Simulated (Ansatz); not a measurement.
# ZnSe3: the cost of one run

Program: Ansatz 0.2.0. Level of theory: DFT PBE, scalar-relativistic, plane waves, PAW, unless a step names another level. These are calculated values, not measurements.

6 further runs of the same task are left out: 1 that didn't finish, 5 set aside as unsound or not needed.

### Step 1. What the formula suggests

Pauling electronegativities: Zn 1.65, Se 2.55 (spread 0.90). No set of common oxidation states balances it. Tabulated atomic sizes suggest about 24 Å³/atom. 24 candidates were drawn, by swapping species into database cells of other compounds, at random by space group and Wyckoff sites, or by hand, as the table says:

```
name                                            made from  space group no.         Wyckoff sites  atoms (primitive cell)  V (Å³/atom)
 c01                    built by hand: CoAs3 skutterudite              204         Zn 8c; Se 24g                      16         23.7
 c02                               database cell of FeCl3              148         Zn 6c; Se 18f                       8         23.5
 c03                               database cell of PtRh3              139      Zn 2a; Se 4d, 2b                       4         24.8
 c04                                               random              123      Zn 1d; Se 2e, 1c                       4         28.8
 c05                                               random              221          Zn 1a; Se 3c                       4         28.9
 c06                                               random              221          Zn 1a; Se 3d                       4         26.7
 c07                               database cell of MgSn3              187      Zn 1b; Se 1a, 2i                       4         25.2
 c08                                               random              167         Zn 6a; Se 18e                       8         28.7
 c09                               database cell of Na3Bi              194      Zn 2c; Se 4f, 2b                       8         33.0
 c10                                               random               65      Zn 2d; Se 4j, 2a                       4         29.2
 c11                               database cell of AgTe3              123      Zn 1a; Se 2g, 1b                       4         25.0
 c12                               database cell of MoBr3              193          Zn 2b; Se 6g                       8         30.5
 c13                                               random              193          Zn 2a; Se 6g                       8         25.1
 c14                                               random              191      Zn 1b; Se 2c, 1a                       4         30.3
 c15  built by hand: BaS3, contracted tetrahedral variant              113      Zn 2a; Se 2c, 4e                       8         24.1
 c16                               database cell of Ta3Sb              223          Zn 2a; Se 6c                       8         22.6
 c17                                               random               65      Zn 2a; Se 4e, 2d                       4         26.7
 c18     built by hand: ZnSe layers with Se zigzag chains               59  Zn 2a; Se 2a, 2b, 2b                       8         23.8
 c19                                               random               99  Zn 2c; Se 4e, 1a, 1a                       8         29.0
 c20                                               random              166      Zn 3a; Se 6c, 3b                       4         25.2
 c21                                 built by hand: ZrSe3               11  Zn 2e; Se 2e, 2e, 2e                       8         23.7
 c22                                database cell of YTm3              194          Zn 2d; Se 6h                       8         32.3
 c23                                               random              191          Zn 1b; Se 3f                       4         29.2
 c24                                               random              127      Zn 2b; Se 2c, 4h                       8         25.4
```

### Step 2. Screening run of c15

input.yaml reads:

```yaml
crystal:
  lattice:
    - [6.0, 0.0, 0.0]
    - [0.0, 6.0, 0.0]
    - [0.0, 0.0, 5.35]
  atoms:
    - { symbol: Zn, position: [0.5, 0.5, 0.0] }
    - { symbol: Zn, position: [0.0, 0.0, 0.0] }
    - { symbol: Se, position: [0.5, 0.0, 0.49] }
    - { symbol: Se, position: [0.28, 0.22, 0.76] }
    - { symbol: Se, position: [0.72, 0.78, 0.76] }
    - { symbol: Se, position: [0.0, 0.5, 0.51] }
    - { symbol: Se, position: [0.22, 0.72, 0.24] }
    - { symbol: Se, position: [0.78, 0.28, 0.24] }
basis:
  ecutwfc: 420
kpoints:
  mp_grid: { grid: [3, 3, 3] }
hamiltonian:
  xc: pbe
scf:
  occupations: { method: gaussian, width: 0.2 }
  lower_state_search: "off"
output:
  forces: true
  stress: true
  eigenvalues: true
relax:
  adjacent_minimum: "off"
  f_tol: 0.08
  max_steps: 16
  cell: { stress_tol: 0.8 }
```

Launch:

```bash
$ ansatz run input.yaml --threads 1 --pin off --max-ram 2560MiB --backend cpu --events-out ev --progress --plain --runs-dir out
```

What time and memory should one allow on 1 thread of Arm Neoverse V1, shared host?

About 3.8 min, with a peak of 0.47 GiB.
